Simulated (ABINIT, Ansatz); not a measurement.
Given: the input of a run of ABINIT 10.8.3 (patched build) on Cu. Atoms were shifted at random by some hundredths of an Å from the given cell, which wasn't relaxed again for these runs. This isn't the form of Cu at room conditions, which is fcc.

run.abi

```
# Pseudopotentials
pp_dirpath "./"
pseudos "Cu.upf"

# Structure
acell 4.7824508965 4.7824508966 15.6125677935
rprim
     1.0000000000     0.0000000000     0.0000000000
    -0.5000000000     0.8660254038     0.0000000000
     0.0000000000     0.0000000000     1.0000000000
ntypat 1
znucl 29
natom 4
typat 1 1 1 1
xcart
     1.2393758822     0.7351025551     6.2148182049
     0.0141507671     0.0375504978     4.1713573866
    -0.0485868732     1.4203766756     2.0237729129
    -0.0034608198     0.0357357653     0.0390535999 Angstrom
chkprim 0
chksymtnons 0
tolsym 1.0e-6

# Plane-wave basis
ecut 46.0

# k points
kptopt 1
ngkpt 12 12 4
nshiftk 1
shiftk 0.0 0.0 0.0

# Exchange and correlation
ixc -116133

# Bands and occupations
nband 46
occopt 3
tsmear 0.00183747

# SCF cycle
nstep 100
tolvrs 1.0e-10

# Output
iomode 3
prtwf 0
prteig 0
prtebands 0
enunit 1
prtden 1
prtvha 1
prtvclmb 1
prtpot 1
prtelf 1
```

Potentials or basis: PseudoDojo NC SR PBEsol v0.4.1 standard.

Launch:

```bash
$ mpirun --bind-to none -np 4 abinit run.abi > log 2>&1
```

What does the same run look like in Ansatz 0.2.0? Potentials or basis there: all-electron LAPW, scalar-relativistic.

As run (cutoffs and basis follow the program's own potentials, and thresholds, step limits or extra output files can differ):

The input input.yaml:

```yaml
crystal:
  lattice:
    - [2.5307640267, 0.0, 0.0]
    - [-1.2653820134, 2.1917059381, 0.0]
    - [0.0, 0.0, 8.26181508]
  atoms:
    - { symbol: Cu, position: [0.657425, 0.335402, 0.752234] }
    - { symbol: Cu, position: [0.014158, 0.017133, 0.504896] }
    - { symbol: Cu, position: [0.304836, 0.648069, 0.244955] }
    - { symbol: Cu, position: [0.006785, 0.016305, 0.004727] }
kpoints:
  mp_grid: { grid: [12, 12, 4] }
scf:
  occupations: { method: fermi_dirac, width: 0.05 }
hamiltonian:
  xc: pbesol
  pseudopotentials: { kind: all_electron, lapw: { basis_error: 0.001 } }
output:
  forces: true
  stress: true
  eigenvalues: true
  populations: true
```

Potentials or basis: all-electron LAPW, scalar-relativistic.

Launch:

```sh
$ ansatz run input.yaml --threads 2 --pin off --max-ram 8192MiB --backend cpu --events-out ev --progress --plain --runs-dir out
```

Both were run:

|  | ABINIT | Ansatz |
| --- | --- | --- |
| Pressure | -1.8 GPa | -1.4 GPa |
| Largest force | 0.672 eV/Å | 0.666 eV/Å |

Where Ansatz's input types no cutoff or centring, it takes its own default and a Γ-centred mesh.

Pressure is positive in compression.
